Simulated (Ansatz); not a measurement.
An Ansatz run on zincblende AlP left the output below. The cell was relaxed beforehand with r2SCAN.

The cell:
```
CELL_PARAMETERS angstrom
0.00000 2.73926 2.73926
2.73926 0.00000 2.73926
2.73926 2.73926 0.00000
ATOMIC_POSITIONS crystal
Al 0.00000 0.00000 0.00000
P 0.25000 0.25000 0.25000
```

The output, standing remarks left out:
```
Pseudopotential: Al, paw, valence charge 3, recommended cutoff 500 eV (meta_gga)
Pseudopotential: P, paw, valence charge 5, recommended cutoff 500 eV (meta_gga)
Functional definition: r2SCAN
Crystal: 2 atoms, lattice volume = 41.108 Å³
Basis set: ecut = 500 eV, 1037 PW (Γ)
Bands: 8, of which v1, the nominal top of the filled ones, is band 4 counted from 1 (3 counted from 0)
Symmetry: 24 space group operations
k-points: 46 of 216 (irreducible under 4 space group operations, time reversal used)
preconditioner: auto → none  [insulator: Δε(μ)=1.872 eV  ℏωp=16.4 eV]
Free energy (F): -1301.059881 eV
Fermi energy:    4.791198 eV
--- Dielectric response (ions clamped): 3 representative field directions + reference, inside a basis on a mesh of 216 k-points ---
  ε∞ (high-frequency dielectric tensor):
        7.324792     0.000000     0.000000
        0.000000     7.324792     0.000000
        0.000000     0.000000     7.324792
  Born effective charges Z* (e; rows j = field, columns β = displacement):
    site 0:
         2.24667    0.00000    0.00000
         0.00000    2.24667    0.00000
         0.00000    0.00000    2.24667
    site 1:
        -2.24667    0.00000    0.00000
         0.00000   -2.24667    0.00000
         0.00000    0.00000   -2.24667
  ε∞ is read to err by 2.1e-2, Z* by 1.0e-2 e
```

Question: Write the input file that gave this output.

Answer:
```yaml
crystal:
  # lattice and atoms as above
kpoints:
  mp_grid: { grid: [6, 6, 6] }
hamiltonian:
  xc: r2scan
scf:
  occupations: { method: fixed }
dielectric: {}
```
A response with clamped ions alone is the dielectric block. Keys that aren't typed take their defaults; thresholds and the kind of smearing can't be read off these lines.

Run as `ansatz run input.yaml --threads 2 --pin off --max-ram 2211MiB --backend cpu --events-out ev --progress --plain --runs-dir out`.

(Simulation; spin polarisation is off.)
